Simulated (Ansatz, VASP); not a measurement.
# One calculation of MoS2, two programs

The input INCAR:

```
ALGO = Normal
EDIFF = 1E-7
ENCUT = 520
GGA = CA
ISIF = 2
ISMEAR = -1
LASPH = True
LCHARG = False
LREAL = False
LWAVE = False
NBANDS = 20
NELM = 100
PREC = Accurate
SIGMA = 0.05
```

Contents of KPOINTS:

```
k-points
0
Gamma
  10 10 10
```

POSCAR

```
MoS2
1.0
    1.5960003060      0.9214512063      6.1554945136
   -1.5960003060      0.9214512063      6.1554945136
    0.0000000000     -1.8429024126      6.1554945136
Mo S
1 2
Direct
    0.0000000000      0.0000000000      0.0000000000
    0.2500000000      0.2500000000      0.2500000000
    0.7500000000      0.7500000000      0.7500000000
```

File input.yaml:

```yaml
crystal:
  lattice:
    - [1.596000306, 0.9214512063, 6.1554945136]
    - [-1.596000306, 0.9214512063, 6.1554945136]
    - [0.0, -1.8429024126, 6.1554945136]
  atoms:
    - { symbol: Mo, position: [0.0, 0.0, 0.0] }
    - { symbol: S, position: [0.25, 0.25, 0.25] }
    - { symbol: S, position: [0.75, 0.75, 0.75] }
hamiltonian:
  xc: lda
  pseudopotentials: { kind: paw }
kpoints:
  mp_grid: { grid: [10, 10, 10] }
scf:
  occupations: { method: fermi_dirac, width: 0.05 }
output:
  forces: true
  stress: true
  eigenvalues: true
```

Measurements of this composition are mostly on another form, of space group No. 194.

Alike in both runs: task single point; functional LDA; k mesh 10 × 10 × 10; occupations fermi-dirac, width 0.05 eV; no spin polarisation.

|  | VASP | Ansatz |
| --- | --- | --- |
| version | VASP 6.6.1 | Ansatz 0.2.0 |
| potentials or method | VASP PAW LDA potentials, release 64 (Mo_sv, S) | Ansatz PAW |
| plane-wave cutoff (eV) | 520 | 420 |
| valence electrons in the cell | 26 | 26 |

Ansatz gave:

| Item | Value |
| --- | --- |
| gap on the k mesh at the Fermi level (eV) | none |
| pressure (GPa) | -2.8 |
| largest component of the traceless stress (GPa) | 2.81 |
| rms of the force components (eV/Å) | 0.111 |

Question: Which values does VASP return?

Answer: gap on the k mesh at the Fermi level (eV): none; pressure (GPa): -2.7; largest component of the traceless stress (GPa): 2.82; rms of the force components (eV/Å): 0.121.

Atom by atom the forces differ by 0.010 eV/Å (rms over components). A gap of «none» marks a metal or a gap that the smearing closes.

Caveats: the cell's inner coordinates are idealised or old, which leaves forces on the atoms; the PAW data sets come from PBE, with cores solved anew for the run's functional, which leaves a small shift of forces and pressure (Ansatz).
